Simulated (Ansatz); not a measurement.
**Polymorphs of CaO**

All numbers are results of r²SCAN, scalar-relativistic (spin polarisation where moments were expected) in the plane-wave PAW code Ansatz at 500 eV, Gaussian smearing of 0.05 eV, not measurements.

3 relaxed cells of CaO are compared, each from another structure type and at zero pressure. Energies are at 0 K and, with meshes that differ between cells, good to about 5 meV/atom.

```csv
start,final group,ΔE (meV/atom),V (Å³/atom),gap (eV),B0 (GPa),unlike neighbours of Ca,their mean distance (Å)
rocksalt,Fm-3m,0,13.78,4.20,117,6,2.40
zincblende,F-43m,249,17.71,3.76,83,4,2.26
CsCl-type‡,Pm-3m,477,12.23,3.28,122,8,2.51
```

Unlike neighbours are counted within 20 % of the shortest unlike distance from the first Ca site.

The lowest is the rocksalt start (final group Fm-3m), 249 meV/atom under the zincblende start (final group F-43m); for scale, kT at 300 K is 26 meV. The bonds lengthen as the coordination of Ca rises (2.26 Å with 4 neighbours, 2.40 Å with 6 neighbours, 2.51 Å with 8 neighbours), since the same electrons are shared among more bonds, and yet the volume falls (17.7, 13.8, 12.2 Å³/atom), because higher coordination packs the atoms more densely.

Only the structures tried are compared; a structure that wasn't tried may lie lower. ‡ The elastic check found it unstable, so the cell may be held only by its symmetry. No mark: no distortion tried lowers the energy by 0.5 meV/atom or more (2 in metals), or none was tried. All functionals run on datasets generated with PBE. The gaps are differences of one-electron levels.

All runs used the PAW datasets of the set soft_2.
